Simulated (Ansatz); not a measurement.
# CrO2 (P4_2/mnm): scan of the Hubbard U

A script is to give a scan of the Hubbard U; the system is CrO2 (P4_2/mnm).

All numbers are computed with the Python package of Ansatz 0.2.0. Level of theory: DFT PBEsol+U, plane waves, PAW.

## 1. The structure

Symmetry: P4_2/mnm, No. 136, tetragonal system. Conventional cell: a = 4.421 Å, b = 4.421 Å, c = 2.917 Å, α = 90.00°, β = 90.00°, γ = 90.00°. Around Cr (site symmetry mmm) lie 6 O at 1.88 to 1.92 Å. O (site symmetry m2m) has 3 Cr at 1.88 to 1.92 Å as nearest neighbours.

Input file cro2.cif:

```cif
data_CrO2
_cell_length_a 4.421000
_cell_length_b 4.421000
_cell_length_c 2.917000
_cell_angle_alpha 90.00000
_cell_angle_beta 90.00000
_cell_angle_gamma 90.00000
_symmetry_space_group_name_H-M 'P 1'
_symmetry_Int_Tables_number 1
loop_
_symmetry_equiv_pos_as_xyz
'x, y, z'
loop_
_atom_site_label
_atom_site_type_symbol
_atom_site_fract_x
_atom_site_fract_y
_atom_site_fract_z
Cr1 Cr    0.000000    0.000000    0.000000
Cr2 Cr    0.500000    0.500000    0.500000
O3 O    0.301000    0.301000    0.000000
O4 O    0.199000    0.801000    0.500000
O5 O    0.699000    0.699000    0.000000
O6 O    0.801000    0.199000    0.500000
```

## 2. The script

Input file plus_u_cro2.py:

```python
# -*- coding: utf-8 -*-
"""How the states of CrO2 follow the Hubbard U."""

import logging
import sys

import ansatz as az
from ase.io import read
import numpy as np
import pandas as pd

logging.basicConfig(stream=sys.stdout, format="%(levelname)s:%(name)s:%(message)s")
log = logging.getLogger("calc")
log.setLevel(logging.INFO)


def count_gap(report):
    # lowest empty less highest filled band, counting bands; zero where they overlap
    return max(report.get("gap_by_band_count_ev") or 0.0, 0.0)


def main():
    atoms = read("cro2.cif")
    system = az.Crystal.from_ase(atoms).moments(Cr=3)

    base = (
        system.calculation()
        .functional("PBEsol")
        .basis(510)
        .kpoints(spacing=0.27)
        .occupations("Fermi-Dirac", width=0.1)
        .spin(az.SpinTreatment.COLLINEAR)
        .band_table()
    )
    rows = []
    for u in [0.0, 2.0, 4.0, 6.0]:
        r = base.hubbard("Cr", "d", u_eff=u).run().report
        shell = r["hubbard"]["n_scf"]
        rows.append((u, count_gap(r), sum(shell) / len(shell), max(abs(m) for m in r["site_moments_mub"]), r["n_iterations"]))
    print(pd.DataFrame(rows, columns=["U_eff eV", "gap by band count eV", "Cr d occupation (projector)", "largest moment muB", "iterations"]).round(4).to_string(index=False))
    log.info("eigenvalues of the first occupation matrix at the last U, by spin:")
    for channel in r["hubbard"]["n_eig"][0]:
        print("  ", " ".join(f"{n:.3f}" for n in channel))


if __name__ == "__main__":
    main()
```

## 3. The input behind the calls

The package turns the script's settings into the engine's input (first run):

```yaml
crystal:
  lattice:
    - [4.421, 0.0, 0.0]
    - [0.0, 4.421, 0.0]
    - [0.0, 0.0, 2.917]
  atoms:
    - { symbol: Cr, position: [0.0, 0.0, 0.0] }
    - { symbol: Cr, position: [0.5, 0.5, 0.5] }
    - { symbol: O, position: [0.301, 0.301, 0.0] }
    - { symbol: O, position: [0.199, 0.8010000000000002, 0.5] }
    - { symbol: O, position: [0.699, 0.699, 0.0] }
    - { symbol: O, position: [0.8010000000000002, 0.199, 0.5] }
basis:
  ecutwfc: 510.0
kpoints:
  mp_grid:
    kspacing: 0.27
hamiltonian:
  xc: pbesol
  hubbard:
    - { species: Cr, l: d, u_eff: 0.0 }
magnetization:
  spin_polarized: true
  per_species:
    Cr: 3.0
scf:
  occupations:
    method: fermi_dirac
    width: 0.1
output:
  eigenvalues: true
```

## 4. The run

The run is started by

```
$ python plus_u_cro2.py
```

The program printed:

```text
 U_eff eV  gap by band count eV  Cr d occupation (projector)  largest moment muB  iterations
      0.0                   0.0                       4.3568              1.7109          11
      2.0                   0.0                       4.3175              1.8613          14
      4.0                   0.0                       4.2846              2.0148          17
      6.0                   0.0                       4.2586              2.1631          17
INFO:calc:eigenvalues of the first occupation matrix at the last U, by spin:
   0.388 0.416 0.791 0.910 0.983
   0.069 0.092 0.093 0.255 0.261
```

Wall time 48 s (1 thread of Intel Xeon Platinum 8559C (Emerald Rapids), shared host); peak memory 0.73 GiB.

## 5. What changed from run to run

The engine's inputs for the other runs:

Run 2, against run 1:

```diff
@@ -21 +21 @@
-    - { species: Cr, l: d, u_eff: 0.0 }
+    - { species: Cr, l: d, u_eff: 2.0 }
```

Run 3, against run 1:

```diff
@@ -21 +21 @@
-    - { species: Cr, l: d, u_eff: 0.0 }
+    - { species: Cr, l: d, u_eff: 4.0 }
```

Run 4, against run 1:

```diff
@@ -21 +21 @@
-    - { species: Cr, l: d, u_eff: 0.0 }
+    - { species: Cr, l: d, u_eff: 6.0 }
```

Lines on the test bed's own set-up are left out of the output.

A comment line of the script is reworded here; the code is as run.

## 6. The runs side by side

The 4 runs, in the order started:

| run | U (eV) | energy (eV/atom) | moment (μB/cell) | SCF cycles | CPU time (s) |
| --- | --- | --- | --- | --- | --- |
| 1 | 0.0 | -1490.5614 | 4.00 | 11 | 10 |
| 2 | 2.0 | -1489.9898 | 4.00 | 14 | 12 |
| 3 | 4.0 | -1489.4641 | 4.00 | 17 | 13 |
| 4 | 6.0 | -1488.9863 | 4.00 | 17 | 12 |

Energies are free energies F = E - TS of the smeared occupations. Totals under unlike functionals or potentials can't be compared directly.

## 7. Outcome

| quantity | value |
| --- | --- |
| runs compared | 4 |

In words: From U = 0 to 6 eV the largest site moment goes from 1.71 to 2.16 μB. What to keep in mind:
- For a metal this k-point mesh is coarse: on a finer one energies can move by several to tens of meV an atom and pressures by half a GPa or more, differences at one mesh by less.
- Shell occupations and the effect of U depend on the projectors; a run with no .spin step is spin-unpolarised, and each U may end in a state that isn't the lowest.
